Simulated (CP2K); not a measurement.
# Hf (P6_3/mmc) in CP2K: further runs, part 2 of 3

CP2K 2026.2. Earlier steps stand in the parts before.

**3. Band structure, BLYP**

Contents of hf_bands.inp:

```
&GLOBAL
  PROJECT hf_bands
  RUN_TYPE ENERGY_FORCE
  PRINT_LEVEL LOW
&END GLOBAL
&FORCE_EVAL
  METHOD QS
  STRESS_TENSOR ANALYTICAL
  &DFT
    BASIS_SET_FILE_NAME BASIS_MOLOPT_UZH
    POTENTIAL_FILE_NAME POTENTIAL_UZH
    &MGRID
      CUTOFF 675
      REL_CUTOFF 60
      NGRIDS 4
    &END MGRID
    &QS
      METHOD GPW
      EPS_DEFAULT 1.0E-9
    &END QS
    &KPOINTS
      SCHEME MONKHORST-PACK 10 10 5
      GAMMA_CENTERED T
      SYMMETRY T
      SYMMETRY_BACKEND SPGLIB
    &END KPOINTS
    &SCF
      SCF_GUESS ATOMIC
      EPS_SCF 1.0E-6
      MAX_SCF 100
      ADDED_MOS 16
      CHOLESKY OFF
      EPS_EIGVAL 1.0E-7
      &DIAGONALIZATION ON
        ALGORITHM STANDARD
      &END DIAGONALIZATION
      &MIXING ON
        METHOD BROYDEN_MIXING
        ALPHA 0.4
        BETA 1.5
        NBUFFER 8
      &END MIXING
      &SMEAR ON
        METHOD FERMI_DIRAC
        ELECTRONIC_TEMPERATURE 580.23
      &END SMEAR
    &END SCF
    &XC
      &XC_FUNCTIONAL
        &GGA_X_B88
        &END GGA_X_B88
        &GGA_C_LYP
        &END GGA_C_LYP
      &END XC_FUNCTIONAL
    &END XC
    &PRINT
      &KPOINTS ON
      &END KPOINTS
      &MULLIKEN ON
      &END MULLIKEN
      &MO ON
        ENERGIES T
        OCCUPATION_NUMBERS T
        &EACH
          QS_SCF 0
        &END EACH
        ADD_LAST NUMERIC
      &END MO
      &BAND_STRUCTURE
        FILE_NAME bands.bs
        ADDED_MOS 2
        &KPOINT_SET
          UNITS B_VECTOR
          NPOINTS 8
          SPECIAL_POINT GAMMA 0.00000000 0.00000000 0.00000000
          SPECIAL_POINT M 0.50000000 0.00000000 0.00000000
          SPECIAL_POINT K 0.33333333 0.33333333 0.00000000
          SPECIAL_POINT GAMMA 0.00000000 0.00000000 0.00000000
          SPECIAL_POINT A 0.00000000 0.00000000 0.50000000
          SPECIAL_POINT L 0.50000000 0.00000000 0.50000000
          SPECIAL_POINT H 0.33333333 0.33333333 0.50000000
          SPECIAL_POINT A 0.00000000 0.00000000 0.50000000
        &END KPOINT_SET
        &KPOINT_SET
          UNITS B_VECTOR
          NPOINTS 8
          SPECIAL_POINT L 0.50000000 0.00000000 0.50000000
          SPECIAL_POINT M 0.50000000 0.00000000 0.00000000
        &END KPOINT_SET
        &KPOINT_SET
          UNITS B_VECTOR
          NPOINTS 8
          SPECIAL_POINT K 0.33333333 0.33333333 0.00000000
          SPECIAL_POINT H 0.33333333 0.33333333 0.50000000
        &END KPOINT_SET
      &END BAND_STRUCTURE
    &END PRINT
  &END DFT
  &SUBSYS
    &CELL
      ABC 3.1967000000 3.1967000000 5.0578000000
      ALPHA_BETA_GAMMA 90.0000000000 90.0000000000 119.9999999998
      PERIODIC XYZ
    &END CELL
    &COORD
      SCALED
      Hf  0.6666666667 0.3333333333 0.7500000000
      Hf  0.3333333333 0.6666666667 0.2500000000
    &END COORD
    &KIND Hf
      BASIS_SET TZVP-MOLOPT-PBE-GTH-q12
      POTENTIAL GTH-PBE-q12
    &END KIND
    &PRINT
      &ATOMIC_COORDINATES ON
      &END ATOMIC_COORDINATES
      &CELL ON
      &END CELL
    &END PRINT
  &END SUBSYS
  &PRINT
    &FORCES ON
    &END FORCES
    &STRESS_TENSOR ON
    &END STRESS_TENSOR
  &END PRINT
&END FORCE_EVAL
```

Potentials or basis: POTENTIAL_UZH Hf GTH-PBE-q12; TZVP-MOLOPT-PBE-GTH basis.

Launch:

```
> OMP_NUM_THREADS=1 cp2k.psmp -i hf_bands.inp -o hf_bands.out
```

hf_bands.out:

```text

 CP2K| version string:                                       CP2K version 2026.2
 CP2K| Input file name                                              hf_bands.inp

 GLOBAL| Force Environment number                                              1
 GLOBAL| Basis set file name                                    BASIS_MOLOPT_UZH
 GLOBAL| Potential file name                                       POTENTIAL_UZH
 GLOBAL| MM Potential file name                                     MM_POTENTIAL
 GLOBAL| Coordinate file name                                      __STD_INPUT__
 GLOBAL| Method name                                                        CP2K
 GLOBAL| Project name                                                   hf_bands
 GLOBAL| Run type                                                   ENERGY_FORCE
 GLOBAL| FFT library                                                       FFTW3
[... 8 lines left out ...]
 GLOBAL| CPU model name                                                  UNKNOWN

 CELL| Volume [angstrom^3]:                                            44.760615
 CELL| Vector a [angstrom]:       3.197     0.000     0.000   |a| =     3.196700
 CELL| Vector b [angstrom]:      -1.598     2.768     0.000   |b| =     3.196700
 CELL| Vector c [angstrom]:       0.000     0.000     5.058   |c| =     5.057800
 CELL| Angle (b,c), alpha [degree]:                                    90.000000
 CELL| Angle (a,c), beta  [degree]:                                    90.000000
 CELL| Angle (a,b), gamma [degree]:                                   120.000000
 CELL| Numerically orthorhombic:                                              NO
 CELL| Periodicity                                                           XYZ

 CELL_REF| Volume [angstrom^3]:                                        44.760615
 CELL_REF| Vector a [angstrom     3.197     0.000     0.000   |a| =     3.196700
 CELL_REF| Vector b [angstrom    -1.598     2.768     0.000   |b| =     3.196700
 CELL_REF| Vector c [angstrom     0.000     0.000     5.058   |c| =     5.057800
 CELL_REF| Angle (b,c), alpha [degree]:                                90.000000
 CELL_REF| Angle (a,c), beta  [degree]:                                90.000000
 CELL_REF| Angle (a,b), gamma [degree]:                               120.000000
 CELL_REF| Numerically orthorhombic:                                          NO
 CELL_REF| Periodicity                                                       XYZ
[... 9 lines left out ...]
 TOTAL NUMBERS AND MAXIMUM NUMBERS

  Total number of            - Atomic kinds:                                   1
                             - Atoms:                                          2
                             - Shell sets:                                     2
                             - Shells:                                        22
                             - Primitive Cartesian functions:                 10
                             - Cartesian basis functions:                     82
                             - Spherical basis functions:                     70

  Maximum angular momentum of- Orbital basis functions:                        3
                             - Local part of the GTH pseudopotential:          2
                             - Non-local part of the GTH pseudopotential:      4

 MODULE QUICKSTEP: ATOMIC COORDINATES IN ANGSTROM

   Atom Kind Element         X             Y             Z       Z(eff)     Mass
      1    1 Hf   72      1.598350      0.922808      3.793350  12.0000 178.4900
      2    1 Hf   72     -0.000000      1.845616      1.264450  12.0000 178.4900

 SCF PARAMETERS         Density guess:                                    ATOMIC
                        --------------------------------------------------------
                        max_scf:                                             100
[... 7 lines left out ...]
                        --------------------------------------------------------
                        level_shift [a.u.]:                             0.000000
                        added MOs                                        16    0
[... 83 lines left out ...]
     4 Broy./Diag. 0.40E+00    3.5     0.00427536       -98.4435529194  1.68E-01
     5 Broy./Diag. 0.40E+00    3.6     0.00622194       -98.4341380602  9.41E-03
     6 Broy./Diag. 0.40E+00    3.6     0.00076299       -98.4318672381  2.27E-03
     7 Broy./Diag. 0.40E+00    3.6     0.00043623       -98.4340914678 -2.22E-03
     8 Broy./Diag. 0.40E+00    3.5     0.00006642       -98.4347498343 -6.58E-04
     9 Broy./Diag. 0.40E+00    3.6     0.00002683       -98.4347713566 -2.15E-05
    10 Broy./Diag. 0.40E+00    3.5     0.00001709       -98.4347483224  2.30E-05
    11 Broy./Diag. 0.40E+00    3.6     0.00000303       -98.4347385826  9.74E-06
    12 Broy./Diag. 0.40E+00    3.5     0.00000101       -98.4347405619 -1.98E-06
    13 Broy./Diag. 0.40E+00    3.5     0.00000041       -98.4347422284 -1.67E-06

  *** SCF run converged in    13 steps ***

  Electronic density on regular grids:        -23.9999999913        0.0000000087
  Core density on regular grids:               23.9999999713       -0.0000000287
  Total charge density on r-space grids:       -0.0000000199
  Total charge density g-space grids:          -0.0000000199

  Overlap energy of the core charge distribution:               0.00000000001679
  Self energy of the core charge distribution:               -144.80688172598337
  Core Hamiltonian energy:                                     30.65967653378166
  Hartree energy:                                              27.71711333326648
  Exchange-correlation energy:                                -12.00425510552572
  Electronic entropic energy:                                  -0.00039526398408
  Fermi energy:                                                 0.39955225403294

  Total energy:                                               -98.43474222838040
  Total energy (extrapolated to T->0):                        -98.43454459638836

 MO| EIGENVALUES AND OCCUPATION NUMBERS FOR K POINT 1
 MO|
 MO|  Index      Eigenvalue [a.u.]        Eigenvalue [eV]             Occupation
 MO|      1              -1.849573             -50.329441               2.000000
 MO|      2              -1.849396             -50.324634               2.000000
 MO|      3              -0.743161             -20.222443               2.000000
 MO|      4              -0.741817             -20.185867               2.000000
 MO|      5              -0.732206             -19.924345               2.000000
 MO|      6              -0.729522             -19.851297               2.000000
[... 462 lines left out ...]
 MO|     27               1.063538              28.940354               0.000000
 MO|     28               1.125085              30.615121               0.000000
 MO| Sum:                                                              24.000120
 MO| E(Fermi):            0.399552 a.u.         10.872370 eV

 [... the levels of further k-points ...]

 !-----------------------------------------------------------------------------!
                     Mulliken Population Analysis

 #  Atom  Element  Kind  Atomic population                           Net charge
       1     Hf       1         12.000005                             -0.000005
       2     Hf       1         11.999995                              0.000005
 # Total charge                             24.000000                 -0.000000

 !-----------------------------------------------------------------------------!

 KPOINTS| Band Structure Calculation
 KPOINTS| Number of k-point sets                                               3
 KPOINTS| Number of added MOs/bands                                            2
 KPOINTS| Number of k-points in set    1                                      57
 KPOINTS| In units of b-vector [2pi/Bohr]
 KPOINTS| Special point     1       GAMMA     0.000000     0.000000     0.000000
 KPOINTS| Special point     2           M     0.500000     0.000000     0.000000
 KPOINTS| Special point     3           K     0.333333     0.333333     0.000000
 KPOINTS| Special point     4       GAMMA     0.000000     0.000000     0.000000
 KPOINTS| Special point     5           A     0.000000     0.000000     0.500000
 KPOINTS| Special point     6           L     0.500000     0.000000     0.500000
 KPOINTS| Special point     7           H     0.333333     0.333333     0.500000
 KPOINTS| Special point     8           A     0.000000     0.000000     0.500000
 KPOINTS| Number of k-points in set    2                                       9
 KPOINTS| In units of b-vector [2pi/Bohr]
 KPOINTS| Special point     1           L     0.500000     0.000000     0.500000
 KPOINTS| Special point     2           M     0.500000     0.000000     0.000000
 KPOINTS| Number of k-points in set    3                                       9
 KPOINTS| In units of b-vector [2pi/Bohr]
 KPOINTS| Special point     1           K     0.333333     0.333333     0.000000
 KPOINTS| Special point     2           H     0.333333     0.333333     0.500000

 ENERGY| Total FORCE_EVAL ( QS ) energy [hartree]            -98.434742894743280

 FORCES| Atomic forces [hartree/bohr]
 FORCES|   Atom     x               y               z               |f|
 FORCES|      1  2.61889157E-09  4.78277246E-08 -7.93213887E-08   9.26619261E-08
 FORCES|      2 -2.59022197E-09 -4.79020188E-08  7.94445628E-08   9.28049094E-08
 FORCES| Sum     2.86695998E-11 -7.42942331E-11  1.23174041E-10
 FORCES| Total atomic force                                       1.46674550E-10

 STRESS| Analytical stress tensor [bar]
 STRESS|                        x                   y                   z
 STRESS|      x        3.82356105989E+04  -9.77910363582E-02   5.38231716245E-09
 STRESS|      y       -9.77910363582E-02   3.82353693722E+04  -1.98381594410E-06
 STRESS|      z        5.38231716245E-09  -1.98381594410E-06   3.60205211366E+04
 STRESS| 1/3 Trace                                             3.74971670359E+04
 STRESS| Determinant                                           5.26602979297E+13

 STRESS| Eigenvectors and eigenvalues of the analytical stress tensor [bar]
 STRESS|                        1                   2                   3
 STRESS| Eigenvalues   3.60205211366E+04   3.82353347094E+04   3.82356452617E+04
 STRESS|      x          -0.000000000002      0.334090483831      0.942541006330
 STRESS|      y           0.000000000896      0.942541006330     -0.334090483831
 STRESS|      z           1.000000000000     -0.000000000843      0.000000000301
```

It took 58 s on 1 thread of Arm Neoverse V1, shared host; peak memory 0.41 GiB.

Results:

```
Free energy            : -2678.5456 eV
Pressure               : 3.7 GPa
Band gap on the k mesh : none (metal or under the smearing width)
```

Levels at the corners of the path, in eV from the Fermi level:
| point | band 8 | band 9 | band 10 | band 11 | band 12 | band 13 | band 14 | band 15 | band 16 | band 17 |
| --- | --- | --- | --- | --- | --- | --- | --- | --- | --- | --- |
| Γ | -30.40 | -7.18 | -3.63 | 0.77 | 1.16 | 1.16 | 1.42 | 1.96 | 1.96 | 2.60 |
| M | -30.49 | -3.26 | -2.69 | -2.18 | -0.72 | 0.79 | 0.89 | 1.70 | 5.80 | 6.30 |
| K | -30.70 | -2.09 | -1.76 | -1.76 | -1.33 | 0.38 | 0.38 | 2.08 | 5.13 | 5.13 |
| Γ | -30.40 | -7.18 | -3.63 | 0.77 | 1.16 | 1.16 | 1.42 | 1.96 | 1.96 | 2.60 |
| A | -30.46 | -5.23 | -5.23 | 0.15 | 0.15 | 1.05 | 1.05 | 1.05 | 1.05 | 4.73 |
| L | -30.59 | -3.31 | -3.31 | -0.98 | -0.98 | 1.27 | 1.27 | 2.62 | 2.62 | 6.06 |
| H | -30.53 | -1.72 | -1.72 | -1.38 | -1.38 | -0.19 | -0.19 | 2.50 | 2.50 | 5.01 |
| A | -30.46 | -5.23 | -5.23 | 0.15 | 0.15 | 1.05 | 1.05 | 1.05 | 1.05 | 4.73 |
| L | -30.59 | -3.31 | -3.31 | -0.98 | -0.98 | 1.27 | 1.27 | 2.62 | 2.62 | 6.06 |
| M | -30.49 | -3.26 | -2.69 | -2.18 | -0.72 | 0.79 | 0.89 | 1.70 | 5.80 | 6.30 |
| K | -30.70 | -2.09 | -1.76 | -1.76 | -1.33 | 0.38 | 0.38 | 2.08 | 5.13 | 5.13 |
| H | -30.53 | -1.72 | -1.72 | -1.38 | -1.38 | -0.19 | -0.19 | 2.50 | 2.50 | 5.01 |

Caveat: the potentials were made for another functional, which shifts forces and pressure; spin-orbit coupling is left out, which moves the levels of the heavy elements; the basis of atomic orbitals isn't converged, which shifts pressures, moduli and gaps.

(Part 2 of 3 ends here.)
